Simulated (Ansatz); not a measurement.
## HfO₂: how the free axis answers a strain

HfO₂, P4_2/mnm, a = 4.838 Å, c = 3.220 Å. This isn't the usual stable structure of the compound. Ansatz: r2SCAN, PAW, 500 eV, Γ-centred 6×6×8 mesh on 6 atoms, Gaussian smearing 0.02 eV; no spin polarisation. Series: biaxial strain in the a-b plane, c and atoms relaxed; x is the strain in per cent. y is the change of c in per cent of 3.220 Å.

```tsv
x (%)	y (%)
-6.0	?
-4.0	2.90
-2.0	1.35
0.0	0.00
2.0	-1.17
4.0	-2.15
6.0	-2.95
```

Task: Fit y = c1 x + c2 x² to the other rows, say what c1 measures, and predict the missing y.

Result: Least squares on the rows shown. y = −0.6312 x + 0.02329 x². With no stress along c, c1 = −2C13/C33 = -0.631. At x = -6.0 the fit asked for gives 4.63 %. The run gave 4.64 %, so the fit is 0.01 % too low, a small miss on the scale of the series.

Spin–orbit coupling is left out, which can shift energies with elements as heavy as these.